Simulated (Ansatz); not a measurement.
Ansatz input

```yaml
crystal:
  lattice:
    - [0.0, 2.3942798646, 2.3942798646]
    - [2.3942798646, 0.0, 2.3942798646]
    - [2.3942798646, 2.3942798646, 0.0]
  atoms:
    - { symbol: In, position: [0.0, 0.0, 0.0] }
hamiltonian:
  xc: hse06
  pseudopotentials:
    kind: paw
    azcp:
      In: "pseudopotentials/In.paw.azcp"
basis:
  ecutwfc: 420
  fft_grid_basis: typed
kpoints:
  mp_grid: { grid: [6, 6, 6], shift: [0, 0, 0] }
magnetization:
  spin_polarized: false
scf:
  occupations: { method: fermi_dirac, width: 0.1 }
```

and its output:

```
Engine: ansatz 0.2.0, x86_64-unknown-linux-gnu
Pseudopotentials: kind: paw
Pseudopotential: In, paw, valence charge 13, recommended cutoff 420 eV (normal) 
Functional definition: HSE06
  parameter a = 0.25
  parameter omega = 0.11/bohr
  exchange = pbe_x - a*pbe_x_sr(omega) + a*exact_x_sr(omega)
  correlation = pbe_c
Crystal: 1 atoms, lattice volume = 27.451 Å³
Basis set: ecut = 420 eV, 537 PW (Γ)
Bands: 11, of which v1, the nominal top of the filled ones, is band 7 counted from 1 (6 counted from 0)
Symmetry: 48 space group operations
Space group: Fm-3m (ITA 225), of the structure as read, at distance tolerance 3.0e-5 Å
k-points: 16 of 216
Non-local potential: In, projectors of the file, l = 0: 2, l = 1: 2, l = 2: 2, l = 3: 2
PAW form: soft (Blöchl's): semilocal exchange-correlation on the pseudo side does not see the compensation charge
PAW frozen core: In, regenerated for the run's functional, and the local potential with it (the file was generated under x = pbe(κ = 0.804, μ = 0.2195149727645171), c = pbe(β = 0.06672455060314922))
PAW one-centre angular grid: In, 590 points (default); XC on 64 Gauss nodes
Initial density: superposition of atomic densities (neutral atoms: chi_scale 0, normalization atom), corrected by the library's trained network
Initial wavefunctions: pseudopotential atomic-orbital guess
Functional: x = pbe(κ = 0.804, μ = 0.2195149727645171), c = pbe(β = 0.06672455060314922), warm-up for x = pbe(κ = 0.804, μ = 0.2195149727645171) + 0.25 (exact − pbe) at short range (hse, ω = 0.20786987370883472 Å⁻¹), c = pbe(β = 0.06672455060314922); HSE06 as pw.x's `hse` composes it (authors' and Libxc's form: `xc: wpbeh`)
SCF iter   1: F=—  HF=-5597.876640 eV  |F-HF|=—  |Δ(HF+E_count)|=         —  Δρ=2.85e-3  dr2=1.22e-3  ethr=1.77e-3  ⟨swp⟩=10.0  Hψ=838  notcnv=1
SCF iter   2: F=—  HF=-5597.876921 eV  |F-HF|=—  |Δ(HF+E_count)|=   2.81e-4  Δρ=1.32e-3  dr2=2.79e-4  ethr=9.41e-6  ⟨swp⟩=3.5  Hψ=416  notcnv=0  defer=3
iter 3 solved again at ethr=3.49e-9 eV; its pass at ethr=2.15e-6 eV (dr2=4.54e-7 eV) is discarded
SCF iter   3: F=—  HF=-5597.876938 eV  |F-HF|=—  |Δ(HF+E_count)|=   1.65e-5  Δρ=7.00e-5  dr2=1.18e-6  ethr=3.49e-9  ⟨swp⟩=5.1  Hψ=884  notcnv=0
eigensolver tolerance schedule calibrated: the retry pair's looser diagonalisation under-reported the residual by θ = 0.62 (0.22/decade); ethr = c·dr2/N_el runs at the constant in force after the calibration composes with the one it found (an armed cap, an earlier calibration), c = 2.0e-2
SCF iter   4: F=—  HF=-5597.876937 eV  |F-HF|=—  |Δ(HF+E_count)|=   3.34e-7  Δρ=2.27e-5  dr2=4.02e-8  ethr=1.86e-9  ⟨swp⟩=4.0  Hψ=445  notcnv=0
SCF iter   5: F=—  HF=-5597.876938 eV  |F-HF|=—  |Δ(HF+E_count)|=   1.24e-8  Δρ=5.40e-6  dr2=4.76e-9  ethr=6.32e-11  ⟨swp⟩=4.0  Hψ=463  notcnv=0
SCF iter   6: F=-5597.876938 eV  HF=-5597.876938 eV  |F-HF|=1.55e-10  |Δ(HF+E_count)|=   1.32e-9  Δρ=1.22e-6  dr2=2.44e-10  ethr=7.49e-12  ⟨swp⟩=3.4  Hψ=396  notcnv=0
SCF 1 converged in 6 iterations: F = -5597.876938 eV  dr2 = 2.44e-10
Initial density: handed on by an earlier stage of this run
Initial wavefunctions: those handed on with the density
Functional: x = pbe(κ = 0.804, μ = 0.2195149727645171) + 0.25 (exact − pbe) at short range (hse, ω = 0.20786987370883472 Å⁻¹), c = pbe(β = 0.06672455060314922); HSE06 as pw.x's `hse` composes it (authors' and Libxc's form: `xc: wpbeh`)
Exchange kernel: α = 0.2500, screened, ω = 0.2079 Å⁻¹, Wigner–Seitz truncation, v(0) = 1044.4852 eV·Å³, q-mesh 6×6×6, nearest image of the exchange supercell L = 20.32 Å, pair-density grid 15×15×15, without the augmentation charges, whose exchange is taken in its separable form by FFT convolution over the k-point mesh (sized by the pseudopotential files, 20×20×20 at the most), smooth part of the exact exchange by density-matrix convolution
Frozen-core exchange: fock
iter 1 solved again at ethr=1.07e-5 eV; its pass at ethr=1.00e-1 eV (dr2=6.82e-3 eV) is discarded
SCF iter   1: F=—  HF=-5601.756894 eV  |F-HF|=—  |Δ(HF+E_count)|=         —  Δρ=6.28e-3  dr2=6.75e-3  ethr=1.07e-5  ⟨swp⟩=5.2  Hψ=1051  notcnv=0
SCF iter   2: F=—  HF=-5601.755106 eV  |F-HF|=—  |Δ(HF+E_count)|=   1.79e-3  Δρ=1.50e-3  dr2=6.02e-4  ethr=9.66e-6  ⟨swp⟩=3.1  Hψ=389  notcnv=0
SCF iter   3: F=—  HF=-5601.757552 eV  |F-HF|=—  |Δ(HF+E_count)|=   2.45e-3  Δρ=1.24e-3  dr2=2.24e-4  ethr=5.33e-7  ⟨swp⟩=4.5  Hψ=500  notcnv=0
SCF iter   4: F=—  HF=-5601.757543 eV  |F-HF|=—  |Δ(HF+E_count)|=   9.00e-6  Δρ=3.09e-4  dr2=1.94e-5  ethr=3.34e-7  ⟨swp⟩=3.0  Hψ=389  notcnv=0
SCF iter   5: F=-5601.757583 eV  HF=-5601.757583 eV  |F-HF|=1.41e-7  |Δ(HF+E_count)|=   3.93e-5  Δρ=8.66e-5  dr2=1.71e-6  ethr=2.19e-8  ⟨swp⟩=4.2  Hψ=539  notcnv=0
SCF 2 stopped early in 5 iterations: F = -5601.757583 eV  dr2 = 1.71e-6
hybrid outer 1: dexx = +2.695e-3 eV, tail = 6.60e-6 eV
Exchange kernel: α = 0.2500, screened, ω = 0.2079 Å⁻¹, Wigner–Seitz truncation, v(0) = 1044.4852 eV·Å³, q-mesh 6×6×6, nearest image of the exchange supercell L = 20.32 Å, pair-density grid 15×15×15, without the augmentation charges, whose exchange is taken in its separable form by FFT convolution over the k-point mesh (sized by the pseudopotential files, 20×20×20 at the most), smooth part of the exact exchange by density-matrix convolution
Frozen-core exchange: fock
SCF iter   1: F=—  HF=-5601.757475 eV  |F-HF|=—  |Δ(HF+E_count)|=         —  Δρ=4.04e-5  dr2=3.84e-7  ethr=2.54e-7  ⟨swp⟩=4.6  Hψ=445  notcnv=0
iter 2 solved again at ethr=8.67e-11 eV; its pass at ethr=2.13e-9 eV (dr2=1.13e-8 eV) is discarded
SCF iter   2: F=-5601.757475 eV  HF=-5601.757475 eV  |F-HF|=7.12e-9  |Δ(HF+E_count)|=   1.15e-7  Δρ=8.15e-6  dr2=2.11e-8  ethr=8.67e-11  ⟨swp⟩=2.7  Hψ=792  notcnv=0  defer=1
SCF 3 converged in 2 iterations: F = -5601.757475 eV  dr2 = 2.11e-8
hybrid outer 2: dexx = +4.740e-8 eV, tail = 4.85e-8 eV, Δε = 2.46e-3 eV (about 3.24e-4 eV left of the loop's levels)
hybrid SCF converged: 2 outer / 7 inner (+6 warm-up), last move |dexx| = 4.74e-8 eV, tail = 4.85e-8 eV
Stability not checked: this state was not tested for a lower state beside it, because the functional holds exact exchange (a hybrid, or Hartree-Fock), whose exchange loop this test does not read (fock_operator; see scf.lower_state_search)
Free energy (F): -5601.757475 eV
Frozen-core exchange: fock
Harris-Foulkes:  -5601.757475 eV  (|F-HF|=7.12e-9)
Internal energy: -5601.743819 eV  (E = F + TS)
E sigma→0 (E₀):  -5601.750647 eV
Entropy (-TS):   -0.013656 eV (-13.656 meV/atom)
Fermi energy:    9.482307 eV
--- Per-component energies (eV) ---
  E_band       = -54.465594
  E_kinetic    = 240.861915
  E_local      = -1105.298665  (includes V_loc(G=0)·N_el)
  E_nonlocal   = 366.237152
  E_hartree    = 433.777882
  E_xc         = -171.101367
  E_vxc        = -79.371921  (∫ρ·V_xc dr)
  E_exx        = -31.968190  (= α·E_x^exact, valence–valence)
  E_paw        = -4169.753204  (= ΣΔE_a)
  E_vpaw       = -280.509765  (= ΣTr[D̂ρ^β])
  E_aug_tail   = 0.000026  (compensation charges beyond the density's cutoff)
  E_ewald      = -1165.010596
  E_core_change = 0.511229  (= ΣΔE_core)
  E_smearing   = -0.013656  (= −TS)
  E_closure    = -0.000000  (closes the sum)
  Σ components = -5601.757475   (vs F -5601.757475, Δ=-9.09e-13)
--- Band table (eV; the first three rows and the last of 16) ---
  k-point 0: bands = ["-7.1522", "-7.1522", "-7.1522", "-6.9972", "-6.9972", "-0.8950", "20.6195", "20.6195", "20.6195"]
  k-point 1: bands = ["-7.1596", "-7.1205", "-7.1205", "-6.9931", "-6.9931", "-0.2303", "15.8222", "19.7744", "19.7744"]
  k-point 2: bands = ["-7.1864", "-7.1244", "-7.1244", "-6.9153", "-6.9153", "1.8060", "10.1550", "18.8083", "18.8083"]
  k-point 15: bands = ["-7.2259", "-7.1877", "-6.9676", "-6.9253", "-6.8256", "7.6472", "8.2348", "11.0591", "11.6718"]
  guard bands above this table: 2 of the run's 11 bands. The solve was not asked for them (output.publish_guard_bands: true or output.eigenvalues: true publishes all)
```

Command:

```sh
ansatz run input.yaml --threads 4 --pin off --max-ram 8192MiB --backend cpu --events-out ev --progress --plain --runs-dir out
```

On 4 threads of Intel(R) Xeon(R) 6975P-C (Granite Rapids) (shared host) this took about 2.1 s of wall time and 5.6 s of CPU time, with 0.79 GiB at the peak.
